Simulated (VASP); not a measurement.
# Te (P3_121) in VASP: further runs

Runs on Te. Level: PBEsol. Tasks: equation of state.

Everything below comes from runs of VASP 6.6.1. Logs are shortened: lines on timing, memory, paths and dates and some standing lists are left out, and cuts for length are marked.

## 1. The structure

It takes space group P3_121 (No. 152, trigonal). Conventional cell: a = 4.315 Å, b = 4.315 Å, c = 5.980 Å, α = 90.00°, β = 90.00°, γ = 120.00°. Te (site symmetry 2) is surrounded by 2 Te at 2.90 Å.

## 2. Equation of state, PBEsol, 30.85 Å³/atom (a relaxed cell with its volume scaled by 0.96)

Contents of INCAR:

```
SYSTEM = Te
  ALGO = Normal
  EDIFF = 1E-6
  ENCUT = 520
  GGA = PS
  ISIF = 2
  ISMEAR = 0
  LASPH = .True.
  LCHARG = .False.
  LREAL = .False.
  LWAVE = .False.
  NELM = 100
  PREC = Accurate
  SIGMA = 0.02
```

Contents of KPOINTS:

```
k-points
0
Gamma
  6 6 4
  0 0 0
```

Contents of POSCAR:

```
Te                                      
1.0
    4.2565316032     -0.0000000000     -0.0000000000
   -2.1282658016      3.6862645004     -0.0000000000
    0.0000000000     -0.0000000000      5.8987727781
  Te            
     3
Direct
     0.7175080039872933    0.7175080039872925    1.0000000000000000
     0.0000000000000008    0.2824919960127074    0.6666666667000030
     0.2824919960127056    0.0000000000000000    0.3333333332999970
```

Potentials or basis: VASP PAW PBE potentials, release 64 (Te).

Started as:

```
cat potpaw_PBE.64/Te/POTCAR > POTCAR
mpirun -np 1 vasp_std > vasp.out
```

OUTCAR:

```text
SYSTEM = Te
   EDIFF = 1E-6
   ENCUT = 520
   GGA = PS
   ISIF = 2
   ISMEAR = 0
   LASPH = .True.
   LREAL = .False.
   NELM = 100
   PREC = Accurate

 ion  position               nearest neighbor table
   1  0.718  0.718  0.000-   3 2.86   2 2.86   3 3.31   2 3.31   2 3.31   3 3.31
   2  0.000  0.282  0.667-   1 2.86   3 2.86   1 3.31   1 3.31   3 3.31   3 3.31
   3  0.282  0.000  0.333-   1 2.86   2 2.86   1 3.31   1 3.31   2 3.31   2 3.31

  LATTYP: Found a hexagonal cell.
 ALAT       =     4.2565316032
 C/A-ratio  =     1.3858167466

  Lattice vectors:

 A1 = (   4.2565316032,   0.0000000000,   0.0000000000)
 A2 = (  -2.1282658016,   3.6862645004,   0.0000000000)
 A3 = (   0.0000000000,   0.0000000000,   5.8987727781)

Analysis of symmetry for initial positions (statically):
=====================================================================
 Subroutine PRICEL returns:
 Original cell was already a primitive cell.

 Routine SETGRP: Setting up the symmetry group for a
 hexagonal supercell.

 Subroutine GETGRP returns: Found  6 space group operations
 (whereof  2 operations were pure point group operations)
 out of a pool of 24 trial point group operations.

The static configuration has the point symmetry C_2 .
 The point group associated with its full space group is D_3 .

Analysis of symmetry for dynamics (positions and initial velocities):
=====================================================================
 Subroutine PRICEL returns:
 Original cell was already a primitive cell.

 Routine SETGRP: Setting up the symmetry group for a
 hexagonal supercell.

 Subroutine GETGRP returns: Found  6 space group operations
 (whereof  2 operations were pure point group operations)
 out of a pool of 24 trial point group operations.

The dynamic configuration has the point symmetry C_2 .
 The point group associated with its full space group is D_3 .

 Subroutine INISYM returns: Found  6 space group operations
 (whereof  2 operations are pure point group operations),
 and found     1 'primitive' translations

----------------------------------------------------------------------------------------

                                     Primitive cell

  volume of cell :      92.5559

  direct lattice vectors                    reciprocal lattice vectors
     4.256531603  0.000000000  0.000000000     0.234933061  0.135638666  0.000000000
    -2.128265802  3.686264500  0.000000000     0.000000000  0.271277332  0.000000000
     0.000000000  0.000000000  5.898772778     0.000000000  0.000000000  0.169526788

  length of vectors
     4.256531603  4.256531603  5.898772778     0.271277332  0.271277332  0.169526788

  position of ions in fractional coordinates (direct lattice)
     0.717508004  0.717508004  0.000000000
     0.000000000  0.282491996  0.666666667
     0.282491996  0.000000000  0.333333333

  ion indices of the primitive-cell ions
   primitive index   ion index
                 1           1
                 2           2
                 3           3

----------------------------------------------------------------------------------------

 KPOINTS: k-points

Automatic generation of k-mesh.
 Grid dimensions read from file:
 generate k-points for:    6    6    4

 Generating k-lattice:

  Cartesian coordinates                     Fractional coordinates (reciprocal lattice)
     0.039155510  0.022606444  0.000000000     0.166666667  0.000000000  0.000000000
     0.000000000  0.045212889  0.000000000     0.000000000  0.166666667  0.000000000
     0.000000000  0.000000000  0.042381697     0.000000000  0.000000000  0.250000000

  Length of vectors
     0.045212889  0.045212889  0.042381697

  Shift w.r.t. Gamma in fractional coordinates (k-lattice)
     0.000000000  0.000000000  0.000000000

 Subroutine IBZKPT returns following result:
 ===========================================

 Found     24 irreducible k-points:

 Following reciprocal coordinates:
            Coordinates               Weight
  0.000000  0.000000  0.000000      1.000000
  0.166667  0.000000  0.000000      6.000000
  0.333333  0.000000  0.000000      6.000000
  0.500000  0.000000  0.000000      3.000000
  0.166667  0.166667  0.000000      6.000000
  0.333333  0.166667  0.000000     12.000000
[... 16 lines left out ...]
  0.333333  0.166667  0.500000     12.000000
  0.333333  0.333333  0.500000      2.000000
   k-points           NKPTS =     24   k-points in BZ     NKDIM =     24   number of bands    NBANDS=     13
   number of dos      NEDOS =    301   number of ions     NIONS =      3
   total plane-waves  NPLWV =  49152
   dimension x,y,z NGX =    32 NGY =   32 NGZ =   48
   dimension x,y,z NGXF=    64 NGYF=   64 NGZF=   96
   ions per type =               3
   NGX,Y,Z   is equivalent  to a cutoff of  12.50, 12.50, 13.53 a.u.
   NGXF,Y,Z  is equivalent  to a cutoff of  25.00, 25.00, 27.06 a.u.
 SYSTEM =  Te
   PREC   = accura    normal or accurate (medium, high low for compatibility)
   ISTART =      0    job   : 0-new  1-cont  2-samecut
   ICHARG =      2    charge: 1-file 2-atom 10-const
   ISPIN  =      1    spin polarized calculation?
   LNONCOLLINEAR =      F non collinear calculations
   LSORBIT =      F    spin-orbit coupling
   LASPH  =      T    aspherical Exc in radial PAW
   ENCUT  =  520.0 eV  38.22 Ry    6.18 a.u.   7.91  7.91 10.97*2*pi/ulx,y,z
   NELM   =    100;   NELMIN=  2; NELMDL= -5     # of ELM steps
   EDIFF  = 0.1E-05   stopping-criterion for ELM
   LREAL  =      F    real-space projection
   EDIFFG = 0.1E-04   stopping-criterion for IOM
   NSW    =      0    number of steps for IOM
   IBRION =     -1    ionic relax: 0-MD 1-quasi-New 2-CG
   NFREE  =      0    steps in history (QN), initial steepest desc. (CG)
   ISIF   =      2    stress and relaxation
   ISYM   =      2    0-nonsym 1-usesym 2-fastsym
   POTIM  = 0.5000    time-step for ionic-motion
   TEBEG  =    0.0;   TEEND  =   0.0 temperature during run
   PSTRESS=    0.0 pullay stress
   NELECT =      18.0000    total number of electrons
   NUPDOWN=      -1.0000    fix difference up-down
   EMIN   =  10.00;   EMAX   =-10.00  energy-range for DOS
   EFERMI =   0.00;   METHOD = LEGACY
   ISMEAR =     0;   SIGMA  =   0.02  broadening in eV -4-tet -1-fermi 0-gaus
   EFERMI_NEDOS =   21; number of points for ismear=-14 and -15
   IALGO  =     38    algorithm
   IMIX   =      4    mixing-type and parameters
     AMIX     =   0.40;   BMIX     =  1.00
     AMIX_MAG =   1.60;   BMIX_MAG =  1.00
  volume/ion in A,a.u.               =      30.85       208.20
  Fermi-wavevector in a.u.,A,eV,Ry     =   0.948486  1.792379 12.240154  0.899626
  Thomas-Fermi vector in A             =   2.076679
   LORBIT       =      0    0 simple, 1 ext, 2 COOP (PROOUT), +10 PAW based schemes
   GGA     = PS    functional components
   LHFCALC =     F    Hartree Fock is set to
   AEXX    =    0.0000 exact exchange contribution
   IVDW    =     0    specifies the selected vdW correction
   LEPSILON=     F    determine dielectric tensor
   LRPA    =     F    only Hartree local field effects (RPA)
 non-spin polarized calculation
 Gauss-broadening in eV      SIGMA  =   0.02
  energy-cutoff  :      520.00
  volume of cell :       92.56
 maximum number of plane-waves:      2514
   NGX = 15   NGY = 15   NGZ = 21

 number of electron      18.0000000 magnetization

 Free energy of the ion-electron system (eV)
  ---------------------------------------------------
  ext. energy  EPLUGINS =         0.00000000
  ---------------------------------------------------
  free energy    TOTEN  =       -10.54048557 eV

  energy without entropy =      -10.54014837  energy(sigma->0) =      -10.54031697

 E-fermi :   7.1020     XC(G=0):  -9.6641

 val. band max:        7.1015251430   @ k =   0.3333   0.3333   0.5000
 cond. band min:       7.3336906875   @ k =   0.0000   0.0000   0.5000
 fundamental gap:      0.2321655445
 Fermi energy:         7.1019909760

 k-point     1 :       0.0000    0.0000    0.0000
  band No.  band energies     occupation
      1      -7.1632      2.00000
      2      -3.5908      2.00000
      3      -3.5908      2.00000
      4       3.9985      2.00000
      5       4.4244      2.00000
      6       4.4244      2.00000
      7       5.2473      2.00000
      8       5.2473      2.00000
      9       5.9214      2.00000
     10       8.1110      0.00000
     11       8.1110      0.00000
     12       8.8267      0.00000
     13      11.7752      0.00000

 k-point     2 :       0.1667    0.0000    0.0000
  band No.  band energies     occupation
      1      -6.9305      2.00000
      2      -3.6181      2.00000
      3      -3.5004      2.00000
      4       2.5798      2.00000
      5       3.4010      2.00000
      6       3.7680      2.00000
      7       5.9448      2.00000
      8       6.0826      2.00000
      9       6.3802      2.00000
     10       7.8275      0.00000
     11       7.8850      0.00000
     12       8.4695      0.00000
     13      10.9730      0.00000

 k-point     3 :       0.3333    0.0000    0.0000
  band No.  band energies     occupation
      1      -6.2914      2.00000
      2      -3.9712      2.00000
      3      -3.2860      2.00000
      4       1.6463      2.00000
      5       2.4023      2.00000
      6       3.1074      2.00000
      7       4.3047      2.00000
      8       6.2522      2.00000
      9       6.2910      2.00000
     10       7.6765      0.00000
     11       7.8888      0.00000
     12       9.7686      0.00000
     13      10.0493      0.00000
[... 305 lines left out ...]
 k-point    23 :       0.3333    0.1667    0.5000
  band No.  band energies     occupation
      1      -5.2662      2.00000
      2      -4.9699      2.00000
      3      -3.2398      2.00000
      4       1.0473      2.00000
      5       2.1358      2.00000
      6       2.3469      2.00000
      7       5.2152      2.00000
      8       5.7184      2.00000
      9       6.4556      2.00000
     10       7.9961      0.00000
     11       8.5162      0.00000
     12       9.1900      0.00000
     13      11.5013      0.00000

 k-point    24 :       0.3333    0.3333    0.5000
  band No.  band energies     occupation
      1      -4.8955      2.00000
      2      -4.8955      2.00000
      3      -3.5292      2.00000
      4       1.3373      2.00000
      5       1.3886      2.00000
      6       1.3886      2.00000
      7       6.0905      2.00000
      8       7.0746      1.94744
      9       7.1015      1.02628
     10       7.1015      1.02628
     11       8.0448      0.00000
     12       8.0448      0.00000
     13      13.0177      0.00000

------------------------ aborting loop because EDIFF is reached ----------------------------------------

  FORCE on cell =-STRESS in cart. coord.  units (eV):
  Direction    XX          YY          ZZ          XY          YZ          ZX
  --------------------------------------------------------------------------------------
  -------------------------------------------------------------------------------------
  Total        1.2319154      1.2319154      1.8250201     -0.0000000      0.0000000     -0.0000000
  in kB       21.3249220     21.3249220     31.5917875     -0.0000000      0.0000000     -0.0000000
  external PRESSURE =      24.7472105 kB  Pullay stress =       0.0000000 kB

 VOLUME and BASIS-vectors are now :
 -----------------------------------------------------------------------------
  energy-cutoff  :      520.00
  volume of cell :       92.56
      direct lattice vectors                 reciprocal lattice vectors
     4.256531603  0.000000000  0.000000000     0.234933061  0.135638666  0.000000000
    -2.128265802  3.686264500  0.000000000     0.000000000  0.271277332  0.000000000
     0.000000000  0.000000000  5.898772778     0.000000000  0.000000000  0.169526788

 POSITION                                       TOTAL-FORCE (eV/Angst)
 -----------------------------------------------------------------------------------
      1.52705      2.64492      0.00000        -0.084394     -0.146175      0.000000
     -0.60122      1.04134      3.93252        -0.084394      0.146175      0.000000
      1.20244      0.00000      1.96626         0.168788      0.000000      0.000000
 -----------------------------------------------------------------------------------
    total drift:                                0.000000     -0.000000      0.000000

  FREE ENERGIE OF THE ION-ELECTRON SYSTEM (eV)
  ---------------------------------------------------
  free  energy   TOTEN  =       -10.5404855740 eV

  energy  without entropy=      -10.5401483675  energy(sigma->0) =      -10.54031697
```

It took 17 s on 1 thread of Intel Xeon Platinum 8488C (Sapphire Rapids), shared host; peak memory 0.21 GiB.

Results:

* Free energy: -10.5405 eV
* Pressure: 2.5 GPa
* Largest force: 0.169 eV/Å
* Band gap on the k mesh: none (metal or under the smearing width)

Caveat: the PAW data sets were made with another functional, which shifts forces and pressure a little.

## 3. Equation of state, PBEsol, 31.49 Å³/atom (a relaxed cell with its volume scaled by 0.98)

INCAR is that of step 2.

KPOINTS is that of step 2.

Contents of POSCAR:

```
Te                                      
1.0
    4.2858879212     -0.0000000000     -0.0000000000
   -2.1429439606      3.7116878176     -0.0000000000
    0.0000000000     -0.0000000000      5.9394552553
  Te            
     3
Direct
     0.7175080039872933    0.7175080039872925    1.0000000000000000
     0.0000000000000008    0.2824919960127074    0.6666666667000030
     0.2824919960127056    0.0000000000000000    0.3333333332999970
```

Potentials or basis: VASP PAW PBE potentials, release 64 (Te).

Started as:

```
cat potpaw_PBE.64/Te/POTCAR > POTCAR
mpirun -np 1 vasp_std > vasp.out
```

It took 17 s on 1 thread of Intel Xeon Platinum 8488C (Sapphire Rapids), shared host; peak memory 0.21 GiB.

The run converged. Its results:

- Free energy: -10.5623 eV
- Pressure: 1.2 GPa
- Largest force: 0.082 eV/Å
- Band gap on the k mesh: none (metal or under the smearing width)

Caveat: the PAW data sets were made with another functional, which shifts forces and pressure a little.

## 4. Equation of state, PBEsol, 32.14 Å³/atom

INCAR is that of step 3.

KPOINTS is that of step 3.

Contents of POSCAR:

```
Te                                      
1.0
    4.3148475019     -0.0000000000     -0.0000000000
   -2.1574237509      3.7367675501     -0.0000000000
    0.0000000000     -0.0000000000      5.9795879271
  Te            
     3
Direct
     0.7175080039872933    0.7175080039872925    1.0000000000000000
     0.0000000000000008    0.2824919960127074    0.6666666667000030
     0.2824919960127056    0.0000000000000000    0.3333333332999970
```

Started as:

```
cat potpaw_PBE.64/Te/POTCAR > POTCAR
mpirun -np 1 vasp_std > vasp.out
```

It took 17 s on 1 thread of Intel Xeon Platinum 8488C (Sapphire Rapids), shared host; peak memory 0.21 GiB.

Results (log left out):

| Item | Value |
| --- | --- |
| Free energy | -10.5692 eV |
| Pressure | 0.0 GPa |
| Band gap on the k mesh | none (metal or under the smearing width) |

Caveat: the PAW data sets were made with another functional, which shifts forces and pressure a little.

## 5. Equation of state, PBEsol, 32.78 Å³/atom (a relaxed cell with its volume scaled by 1.02)

INCAR is that of step 4.

KPOINTS is that of step 4.

Contents of POSCAR:

```
Te                                      
1.0
    4.3434234837     -0.0000000000     -0.0000000000
   -2.1717117418      3.7615150763     -0.0000000000
    0.0000000000     -0.0000000000      6.0191890012
  Te            
     3
Direct
     0.7175080039872933    0.7175080039872925    1.0000000000000000
     0.0000000000000008    0.2824919960127074    0.6666666667000030
     0.2824919960127056    0.0000000000000000    0.3333333332999970
```

Started as:

```
cat potpaw_PBE.64/Te/POTCAR > POTCAR
mpirun -np 1 vasp_std > vasp.out
```

Run time: 18 s. Hardware: 1 thread of Intel Xeon Platinum 8488C (Sapphire Rapids), shared host; peak memory 0.21 GiB.

Results (log left out):

* Free energy: -10.5629 eV
* Pressure: -1.0 GPa
* Largest force: 0.073 eV/Å
* Band gap on the k mesh: none (metal or under the smearing width)

Caveat: the PAW data sets were made with another functional, which shifts forces and pressure a little.

## 6. Equation of state, PBEsol, 33.42 Å³/atom (a relaxed cell with its volume scaled by 1.04)

INCAR is that of step 5.

KPOINTS is that of step 5.

Contents of POSCAR:

```
Te                                      
1.0
    4.3716283226     -0.0000000000     -0.0000000000
   -2.1858141613      3.7859411833     -0.0000000000
    0.0000000000     -0.0000000000      6.0582757393
  Te            
     3
Direct
     0.7175080039872933    0.7175080039872925    1.0000000000000000
     0.0000000000000008    0.2824919960127074    0.6666666667000030
     0.2824919960127056    0.0000000000000000    0.3333333332999970
```

Potentials or basis: VASP PAW PBE potentials, release 64 (Te).

Started as:

```
cat potpaw_PBE.64/Te/POTCAR > POTCAR
mpirun -np 1 vasp_std > vasp.out
```

Run time: 22 s. Hardware: 1 thread of Intel Xeon Platinum 8488C (Sapphire Rapids), shared host; peak memory 0.23 GiB.

Results (log left out):

| Quantity | Value |
| --- | --- |
| Free energy | -10.5447 eV |
| Pressure | -2.0 GPa |
| Largest force | 0.143 eV/Å |
| Band gap on the k mesh | none (metal or under the smearing width) |

Caveat: the PAW data sets were made with another functional, which shifts forces and pressure a little.

## 7. Equation of state, PBEsol

Potentials or basis: VASP PAW PBE potentials, release 64 (Te).

This step only gathers the single runs of the series.

Results:

* Equilibrium volume: 32.14 Å³/atom
* Bulk modulus at fixed shape and positions: 55 GPa
* Pressure derivative of the bulk modulus: 4.7 (rough: it moves with the points fitted)

Energy against volume, from the lowest point:
| volume (Å³/atom) | energy (meV/atom) |
| --- | --- |
| 30.852 | 9.57 |
| 31.495 | 2.31 |
| 32.137 | 0.00 |
| 32.780 | 2.11 |
| 33.423 | 8.17 |

Caveat: the cell was scaled at fixed shape and fractional positions, which overstates the stiffness of a crystal with free parameters, most of all of layers and chains; the PAW data sets were made with another functional, which shifts forces and pressure a little. The run has no spin-orbit coupling, so splittings on Te are missing.
